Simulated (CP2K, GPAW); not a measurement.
## Cost and result for the equilibrium volume of Nb3Sn

```
Sn Nb
1.0
     5.28210    0.00000    0.00000
     0.00000    5.28210    0.00000
     0.00000    0.00000    5.28210
Sn Nb
2 6
Cartesian
  2.6410 2.6410 2.6410
  0.0000 0.0000 0.0000
  0.0000 2.6410 1.3205
  0.0000 2.6410 3.9616
  2.6410 1.3205 0.0000
  3.9616 0.0000 2.6410
  2.6410 3.9616 0.0000
  1.3205 0.0000 2.6410
```

```tsv
rung	level	program and potentials	cutoff (eV)	k mesh	smearing	core time	chip	equilibrium volume (Å³/atom)	miss	notes
LDA	LDA	GPAW, the program's PAW data sets (release 1.2.1) made for this functional	600	4 × 4 × 4	fermi-dirac 0.05	13 min	Arm Neoverse V1	17.65	-4.8 %	-
GGA	PBE	GPAW, GPAW PAW data sets (gpaw-data 1.2.1)	600	4 × 4 × 4	fermi-dirac 0.05	13 min	Arm Neoverse V1	(a)	?	-
GGA	PBE	CP2K, POTENTIAL_UZH Sn GTH-PBE-q4, Nb GTH-PBE-q13; TZVP-MOLOPT-PBE-GTH basis	-	5 × 5 × 5	fermi-dirac 0.05	18 min	Arm Neoverse V2	19.06	+2.8 %	atomic basis
GGA	PBEsol	CP2K, POTENTIAL_UZH Sn GTH-PBE-q4, Nb GTH-PBE-q13; TZVP-MOLOPT-PBE-GTH basis	-	5 × 5 × 5	fermi-dirac 0.05	20 min	Arm Neoverse V2	18.61	+0.4 %	atomic basis; potentials made for PBE
```

Times are single runs on shared hosts and different chips, so they are rough; meshes, cutoffs and the tasks' sizes weigh on the time. Task: equation of state. All rows: no spin polarisation. Smearing widths are in eV. For a metal such meshes aren't converged. Meshes differ between rows, which moves values too. Meshes are those of the run's cell of 8 atoms unless a note names another. The cell shown, of 18.42 Å³ an atom, is the runs' start and not the measured value. Misses use the values as printed. Runs on faulty files, with rough fits or with known faults for this quantity aren't shown. No row holds spin-orbit coupling.

Measured: 18.54 Å³/atom (a printed reference work). The runs are for a static lattice.

Task: Estimate the value left out from the other rows.

Result: (a) 18.70 Å³/atom, miss +0.9 %.
